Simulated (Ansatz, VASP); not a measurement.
## Al in VASP and in Ansatz

```
Al
1.0
    -1.65674    1.65674    1.65674
     1.65674   -1.65674    1.65674
     1.65674    1.65674   -1.65674
Al
1
Direct
  0.00000 0.00000 0.00000
```

Alike in both runs: functional BLYP; k mesh 14 × 14 × 14; occupations fermi-dirac, width 0.1 eV; no spin polarisation.

Ansatz relaxed the structure, and its values are those at the end. VASP's run is a single point on that final structure, the one shown.

|  | VASP | Ansatz |
| --- | --- | --- |
| version | VASP 6.6.1 | Ansatz 0.2.0 |
| potentials or method | VASP PAW PBE potentials, release 64 (Al) | plane waves (420 eV) with PAW, scalar-relativistic |
| plane-wave cutoff (eV) | 520 | 420 |
| valence electrons in the cell | 3 | 3 |

|  | VASP | Ansatz | Ansatz less VASP |
| --- | --- | --- | --- |
| pressure (GPa) | 0.1 | 0.0 | -0.09 |

Caveats: the PAW data sets were made with another functional, which shifts forces and pressure a little (VASP).
